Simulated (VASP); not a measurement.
# Te2Mo in VASP: further runs, part 2 of 2

VASP 6.6.1. Earlier steps stand in the parts before.

## Step 4: Single point, PBE

The input, INCAR:

```
  PREC = Accurate
  ENCUT = 520
  EDIFF = 1E-7
  ISMEAR = 0
  SIGMA = 0.015
  LREAL = False
  LASPH = True
  NELM = 80
  ALGO = Fast
  ISIF = 2
  LWAVE = False
  LCHARG = False
  GGA = PE
  NBANDS = 35
```

The input, KPOINTS:

```
regular mesh
0
Gamma
  4 8 1
```

The input, POSCAR:

```
Te2Mo
1.0
    6.3616090156      0.0000000000      0.0000000000
    0.0000000000      3.4804030600      0.0000000000
   -0.0857412231      0.0000000000     36.1758904685
Te Mo
4 2
Direct
    0.4292511000      0.7500000000      0.5407035800
    0.5707489000      0.2500000000      0.4592964200
    0.9208478700      0.2500000000      0.5565273200
    0.0791521300      0.7500000000      0.4434726800
    0.1813475600      0.2500000000      0.4974653700
    0.8186524400      0.7500000000      0.5025346300
```

Potentials or basis: VASP PAW PBE potentials, release 64 (Te, Mo_sv).

Command:

```sh
$ cat potpaw_PBE.64/Te/POTCAR potpaw_PBE.64/Mo_sv/POTCAR > POTCAR
$ mpirun -np 1 vasp_std > vasp.out
```

OUTCAR:

```text
PREC = Accurate
   ENCUT = 520
   EDIFF = 1E-7
   ISMEAR = 0
   LREAL = False
   LASPH = True
   NELM = 80
   ISIF = 2
   GGA = PE

 ion  position               nearest neighbor table
   1  0.429  0.750  0.541-   5 2.82   5 2.82   6 2.84   2 3.54   2 3.54   3 3.62   3 3.62
   2  0.571  0.250  0.459-   6 2.82   6 2.82   5 2.84   1 3.54   1 3.54   4 3.62   4 3.62
   3  0.921  0.250  0.557-   6 2.69   6 2.69   5 2.71   1 3.62   1 3.62
   4  0.079  0.750  0.443-   5 2.69   5 2.69   6 2.71   2 3.62   2 3.62
   5  0.181  0.250  0.497-   4 2.69   4 2.69   3 2.71   1 2.82   1 2.82   2 2.84   6 2.90   6 2.90

   6  0.819  0.750  0.503-   3 2.69   3 2.69   4 2.71   2 2.82   2 2.82   1 2.84   5 2.90   5 2.90

  LATTYP: Found a simple monoclinic cell.
 ALAT       =     6.3616090156
 B/A-ratio  =     0.5470947761
 C/A-ratio  =     5.6866104138
 COS(beta)  =    -0.0023701139

  Lattice vectors:

 A1 = (   6.3616090156,   0.0000000000,   0.0000000000)
 A2 = (   0.0000000000,   3.4804030600,   0.0000000000)
 A3 = (  -0.0857412231,   0.0000000000,  36.1758904685)

Analysis of symmetry for initial positions (statically):
[... 178 lines left out ...]
 val. band max:       -2.3435058908   @ k =   0.0000   0.1250   0.0000
 cond. band min:      -2.1949243727   @ k =   0.0000   0.1250   0.0000
 fundamental gap:      0.1485815181
 Fermi energy:        -2.1949243727

 k-point     1 :       0.0000    0.0000    0.0000
  band No.  band energies     occupation
      1     -63.2093      2.00000
      2     -63.1518      2.00000
      3     -37.4535      2.00000
      4     -37.4083      2.00000
      5     -37.3461      2.00000
      6     -37.2456      2.00000
[... 559 lines left out ...]
     34       1.2421      0.00000
     35       2.3463      0.00000

------------------------ aborting loop because EDIFF is reached ----------------------------------------

  FORCE on cell =-STRESS in cart. coord.  units (eV):
  Direction    XX          YY          ZZ          XY          YZ          ZX
  --------------------------------------------------------------------------------------
  -------------------------------------------------------------------------------------
  Total        0.5803712      0.1059364      1.2628488      0.0000000      0.0000000      0.0565982
  in kB        1.1609158      0.2119044      2.5260747      0.0000000      0.0000000      0.1132134
  external PRESSURE =       1.2996316 kB  Pullay stress =       0.0000000 kB

 VOLUME and BASIS-vectors are now :
 -----------------------------------------------------------------------------
  energy-cutoff  :      520.00
  volume of cell :      800.97
      direct lattice vectors                 reciprocal lattice vectors
     6.361609016  0.000000000  0.000000000     0.157192936  0.000000000  0.000372566
     0.000000000  3.480403060  0.000000000     0.000000000  0.287323044  0.000000000
    -0.085741223  0.000000000 36.175890469     0.000000000  0.000000000  0.027642720

 POSITION                                       TOTAL-FORCE (eV/Angst)
 -----------------------------------------------------------------------------------
      2.68437      2.61030     19.56043         0.045966      0.000000      0.076660
      3.59150      0.87010     16.61546        -0.045966      0.000000     -0.076660
      5.81036      0.87010     20.13287        -0.016215      0.000000      0.259751
      0.46551      2.61030     16.04302         0.016215     -0.000000     -0.259751
      1.11101      0.87010     17.99625         0.068495      0.000000      0.019781
      5.16486      2.61030     18.17964        -0.068495      0.000000     -0.019781
 -----------------------------------------------------------------------------------
    total drift:                                0.000000     -0.000000     -0.000000

  FREE ENERGIE OF THE ION-ELECTRON SYSTEM (eV)
  ---------------------------------------------------
  free  energy   TOTEN  =       -35.9588770825 eV

  energy  without entropy=      -35.9583481548  energy(sigma->0) =      -35.95861262
```

OSZICAR:

```text
N       E                     dE             d eps       ncg     rms          rms(c)
DAV:   1     0.430615224248E+03    0.43062E+03   -0.21376E+04  1306   0.105E+03
DAV:   2     0.872747537920E+01   -0.42189E+03   -0.41113E+03  1524   0.231E+02
DAV:   3    -0.355563338642E+02   -0.44284E+02   -0.43562E+02  1380   0.715E+01
DAV:   4    -0.372704645298E+02   -0.17141E+01   -0.16901E+01  1516   0.140E+01
[... 17 lines left out ...]
RMM:  22    -0.359588743329E+02   -0.65136E-05   -0.20905E-07   805   0.100E-03    0.352E-04
RMM:  23    -0.359588758425E+02   -0.15096E-05   -0.38902E-08   658   0.554E-04    0.176E-04
RMM:  24    -0.359588766873E+02   -0.84483E-06   -0.26666E-08   530   0.434E-04    0.107E-04
RMM:  25    -0.359588770245E+02   -0.33723E-06   -0.12648E-08   450   0.359E-04    0.335E-05
RMM:  26    -0.359588770825E+02   -0.57976E-07   -0.34517E-09   328   0.303E-04
   1 F= -.35958877E+02 E0= -.35958613E+02  d E =-.528928E-03
```

stdout:

```text
POSCAR found type information on POSCAR TeMo
 POSCAR found :  2 types and       6 ions
 scaLAPACK will be used
 LDA part: xc-table for (Slater+PW92), standard interpolation
 POSCAR, INCAR and KPOINTS ok, starting setup
 FFT: planning ... GRIDC
 FFT: planning ... GRID_SOFT
 FFT: planning ... GRID
 WAVECAR not read
 entering main loop
```

Run time: 12 min. Hardware: 1 thread of Intel Xeon Platinum 8559C (Emerald Rapids), shared host; peak memory 0.96 GiB.

What came out:

* Free energy: -35.9589 eV
* Largest force: 0.260 eV/Å
* Band gap on the k mesh: none (metal or under the smearing width)

Forces in eV/Å, atoms in the order of the input:
```
Te   0.046  0.000  0.077
Te  -0.046  0.000 -0.077
Te  -0.016  0.000  0.260
Te   0.016  0.000 -0.260
Mo   0.068  0.000  0.020
Mo  -0.068  0.000 -0.020
```

Levels at points of the mesh, in eV from the Fermi level:
```
           k point  band 23  band 24  band 25  band 26  band 27  band 28  band 29  band 30
(0.00, 0.00, 0.00)    -0.94    -0.59    -0.30     0.17     0.65     1.07     1.72     2.12
(0.50, 0.00, 0.00)    -1.24    -0.80    -0.78    -0.66     0.11     1.08     1.47     1.82
(0.00, 0.50, 0.00)    -1.59    -1.59    -1.39    -1.39     1.18     1.18     1.45     1.45
(0.50, 0.50, 0.00)    -1.71    -1.71    -0.84    -0.84     1.10     1.10     1.90     1.90
```

## Step 5: The reference run

An earlier run on the cell as given: functional PBEsol; potentials or basis VASP PAW PBE potentials, release 64 (Te, Mo_sv); cutoff 520 eV; k mesh 4 × 8 × 1; occupations fermi-dirac, width 0.05 eV; no spin polarisation.

- Largest force: 0.228 eV/Å
- Band gap on the k mesh: none (metal or under the smearing width)

## Step 6: Overview

```csv
level,smearing,ladder,gap on the mesh (eV),largest force (eV/Å)
PBE,gaussian 0.014 eV,-,none,0.26
PBE,gaussian 0.011 eV,-,none,0.26
PBE,gaussian 0.015 eV,-,none,0.26
PBEsol,fermi-dirac 0.05 eV,free,none,0.23
```

Alike in all rows: task single point; potentials or basis VASP PAW PBE potentials, release 64 (Te, Mo_sv); no spin polarisation; cell as given; k mesh 4 × 8 × 1; cutoff (eV) 520.

Every run on the cell as given and a fine mesh finds a metal.

Caveats: the PAW data sets were made with another functional, which shifts forces and pressure a little (some runs).

Absolute energies hang on the potentials; compare differences alone.
